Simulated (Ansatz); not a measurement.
# TiAl3: the cost of one run

Method: DFT PBE, scalar-relativistic, plane waves, PAW, in Ansatz 0.2.0.

### 1 The starting structure

It takes space group I4/mmm (No. 139, tetragonal). Conventional cell: a = 3.845 Å, b = 3.845 Å, c = 8.623 Å, α = 90.00°, β = 90.00°, γ = 90.00°. Around Ti (site symmetry 4/mmm) lie 12 Al at 2.72 to 2.89 Å. Around Al (site symmetry 4/mmm) lie 4 Ti at 2.72 Å and 8 Al at 2.89 Å. Al (site symmetry -4m2) is surrounded by 8 Al at 2.72 to 2.89 Å and 4 Ti at 2.89 Å.

Structure file:

```
CELL_PARAMETERS angstrom
-1.92267 1.92267 4.31140
1.92267 -1.92267 4.31140
1.92267 1.92267 -4.31140
ATOMIC_POSITIONS crystal
Ti 0.00000 0.00000 0.00000
Al 0.50000 0.50000 0.00000
Al 0.75000 0.25000 0.50000
Al 0.25000 0.75000 0.50000
```

It goes back to an entry of the Materials Project, which need not be the stable form.

It is the result of an earlier relaxation at this level (volume 15.94 Å³/atom; gap on the mesh: none (metal)).

### 2 The perfect supercell

The input, input.yaml:

```yaml
crystal:
  lattice:
    - [-1.9226734291, -5.7680202874, 4.3114047973]
    - [-5.7680202874, 1.9226734291, -4.3114047973]
    - [5.7680202874, -1.9226734291, -4.3114047973]
  atoms:
    - { symbol: Ti, position: [0.4, 0.8, 0.6] }
    - { symbol: Ti, position: [0.0, 0.0, 0.0] }
    - { symbol: Ti, position: [0.2, 0.4, 0.8] }
    - { symbol: Ti, position: [0.8, 0.6, 0.2] }
    - { symbol: Ti, position: [0.6, 0.2, 0.4] }
    - { symbol: Al, position: [0.4, 0.3, 0.1] }
    - { symbol: Al, position: [1.0, 0.5, 0.5] }
    - { symbol: Al, position: [0.2, 0.9, 0.3] }
    - { symbol: Al, position: [0.8, 0.1, 0.7] }
    - { symbol: Al, position: [0.6, 0.7, 0.9] }
    - { symbol: Al, position: [0.5, 0.25, 0.75] }
    - { symbol: Al, position: [0.1, 0.45, 0.15] }
    - { symbol: Al, position: [0.3, 0.85, 0.95] }
    - { symbol: Al, position: [0.9, 0.05, 0.35] }
    - { symbol: Al, position: [0.7, 0.65, 0.55] }
    - { symbol: Al, position: [0.7, 0.15, 0.05] }
    - { symbol: Al, position: [0.3, 0.35, 0.45] }
    - { symbol: Al, position: [0.5, 0.75, 0.25] }
    - { symbol: Al, position: [0.1, 0.95, 0.65] }
    - { symbol: Al, position: [0.9, 0.55, 0.85] }
basis:
  ecutwfc: 420
  xc_grid: 2
kpoints:
  mp_grid: { grid: [5, 5, 5], shift: [0.0, 0.0, 0.0] }
hamiltonian:
  xc: pbe
scf:
  occupations: { method: gaussian, width: 0.1 }
output:
  forces: true
  stress: true
  eigenvalues: true
```

Command:

```sh
ansatz run input.yaml --threads 4 --pin off --max-ram 10240MiB --backend cpu --events-out ev --progress --plain --runs-dir out
```

**Question.** How long does this run take on 4 threads of Arm Neoverse V1, shared host, and how much memory does it need?

About 9.4 s, with a peak of 1.1 GiB.
